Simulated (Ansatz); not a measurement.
# Li: stress in a strained cell

Li is deformed so: equal xy, yz and zx engineering shear strains of -3 %. What stress and forces result, by LAPW, PAW and all-electron datasets made for the crystal?

Method: DFT PBE, scalar-relativistic, in Ansatz 0.2.0.

## (1) Starting point

Symmetry: Fm-3m, No. 225, cubic system. The conventional cell has a = 4.404 Å, b = 4.404 Å, c = 4.404 Å, α = 90.00°, β = 90.00°, γ = 90.00°. Li (site symmetry m-3m) is surrounded by 12 Li at 3.11 Å.

Coordinates:

```
Li
1.0
     0.00000    2.20200    2.20200
     2.20200    0.00000    2.20200
     2.20200    2.20200    0.00000
Li
1
Direct
  0.00000 0.00000 0.00000
```

## (2) The deformed structure

Space group Fm-3m before, R-3m after.

## (3) LAPW, all electrons

Contents of input.yaml:

```yaml
crystal:
  lattice:
    - [-0.06606, 2.16897, 2.16897]
    - [2.16897, -0.06606, 2.16897]
    - [2.16897, 2.16897, -0.06606]
  atoms:
    - { symbol: Li, position: [0.0, 0.0, 0.0] }
kpoints:
  mp_grid: { grid: [13, 13, 13] }
  band_path:
    path:
      - [0.0, 0.0, 0.0]
      - [0.5, 0.5, 0.5]
      - [0.2579113083, 0.5, 0.7420886917]
      - [-0.2579113083, 0.2579113083, 0.5]
      - [0.0, 0.0, 0.5]
      - [0.0, 0.0, 0.0]
      - [-0.3789556542, 0.0, 0.3789556542]
      - [0.0, 0.3789556542, 0.6210443458]
      - [0.0, 0.5, 0.5]
    npoints: 5
scf:
  occupations: { method: fermi_dirac, width: 0.08 }
hamiltonian:
  xc: pbe
  pseudopotentials: { kind: all_electron, lapw: { basis_error: 0.00025 } }
output:
  forces: true
  stress: true
  eigenvalues: true
```

Command:

```bash
> ansatz run input.yaml --threads 1 --pin off --max-ram 3072MiB --backend cpu --events-out ev --progress --plain --runs-dir out
```

## (4) PAW with frozen cores

Contents of input.yaml:

```yaml
crystal:
  lattice:
    - [-0.06606, 2.16897, 2.16897]
    - [2.16897, -0.06606, 2.16897]
    - [2.16897, 2.16897, -0.06606]
  atoms:
    - { symbol: Li, position: [0.0, 0.0, 0.0] }
kpoints:
  mp_grid: { grid: [13, 13, 13] }
scf:
  occupations: { method: fermi_dirac, width: 0.08 }
hamiltonian:
  xc: pbe
  pseudopotentials: { kind: paw }
output:
  forces: true
  stress: true
  eigenvalues: true
  efg: { contact_densities: true }
  write_density: true
  write_potential: true
  elf: true
  volumetric_format: npy
```

## (5) Datasets made for this crystal

input.yaml: that of step 4 with these lines changed.

```diff
@@ -13,3 +13,3 @@
   xc: pbe
-  pseudopotentials: { kind: paw }
+  pseudopotentials: { kind: all_electron, datasets: crystal }
 output:
@@ -19,5 +19 @@
   efg: { contact_densities: true }
-  write_density: true
-  write_potential: true
-  elf: true
-  volumetric_format: npy
```

(Steps that only read results are left out.)

Q: Predict the outcome of this session. Wanted: pressure; largest shear or deviatoric stress.

**Answer**, as computed:

| quantity | value |
| --- | --- |
| pressure | LAPW -0.67, PAW -0.67, crystal datasets -0.67 GPa |
| largest shear or deviatoric stress (LAPW) | 0.21 GPa |

In words: The largest part of the stress beyond the pressure is 0.21 GPa in size. No run of the undeformed cell stands beside it, so the pressure holds what the given cell had before the change. PAW: stress within 0.01 GPa of LAPW. Crystal datasets: stress within 0.01 GPa of LAPW.
